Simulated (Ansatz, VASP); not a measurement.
# One calculation of Al, two programs

```
CELL_PARAMETERS angstrom
0.00000 2.01946 2.01946
2.01946 0.00000 2.01946
2.01946 2.01946 0.00000
ATOMIC_POSITIONS crystal
Al 0.00000 0.00000 0.00000
```

Alike in both runs: task single point; functional PBE; k mesh 8 × 8 × 8; occupations gaussian, width 0.1 eV; no spin polarisation.

|  | VASP | Ansatz |
| --- | --- | --- |
| version | VASP 6.6.1 | Ansatz 0.2.0 |
| potentials or method | VASP PAW PBE potentials, release 64 (Al) | scalar-relativistic, plane waves, PAW |
| plane-wave cutoff (eV) | 520 | 420 |
| valence electrons in the cell | 3 | 3 |

```csv
,VASP,Ansatz,Ansatz less VASP
gap on the k mesh at the Fermi level (eV),none,none,-
pressure (GPa),0.2,0.2,+0.04
```

A gap of «none» marks a metal or a gap that the smearing closes. With one functional, cell and mesh, what is left measures potentials, basis and numerics.
